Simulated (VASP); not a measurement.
Wanted: the native input for a VASP 6.6.1 run.

```
Task                   : single point
Functional             : PBE
Potentials or basis    : VASP PAW PBE potentials, release 64 (Fe)
Cutoff                 : 520 eV
k mesh                 : 13 × 13 × 13
Occupations            : fermi-dirac, width 0.05 eV
Spin                   : collinear spin, ferromagnetic start
Starting moments       : [3.0] μB
Further INCAR settings : ALGO = Normal; EDIFF = 1e-07; NBANDS = 14
```

The structure of Fe lies in POSCAR:

```
Fe
1.0
    0.0000000000      1.9417396906      1.9651051623
    1.4984397099      0.0000000000      1.9651051623
    1.4984397099      1.9417396906      0.0000000000
Fe
1
Direct
    0.0000000000      0.0000000000      0.0000000000
```

The input as run:

INCAR

```
PREC = Accurate ; ENCUT = 520
EDIFF = 1E-7 ; ISMEAR = -1
SIGMA = 0.05 ; LREAL = F
LASPH = T ; NELM = 100
ALGO = Normal ; ISIF = 2
LWAVE = F ; LCHARG = F
ISPIN = 2 ; MAGMOM = 3
LORBIT = 11 ; LMAXMIX = 4
GGA = PE ; NBANDS = 14
```

KPOINTS

```
regular mesh
0
Gamma
  13 13 13
```

Potentials or basis: VASP PAW PBE potentials, release 64 (Fe).

The run is started by

```sh
$ cat potpaw_PBE.64/Fe/POTCAR > POTCAR
$ mpirun -np 1 vasp_std > vasp.out
```

Results of the run:

| Quantity | Value |
| --- | --- |
| Pressure | -1.0 GPa |
| Band gap on the k mesh | none (metal or under the smearing width) |
| Net moment | 2.20 μB per cell |
| Site moments | Fe +2.19 μB |
| Valence electrons inside the program's atomic spheres | Fe 7.26 |

It took 93 s on 1 thread of Intel(R) Xeon(R) Platinum 8375C CPU @ 2.90GHz (Ice Lake), on a shared host, peak memory 0.19 GiB.
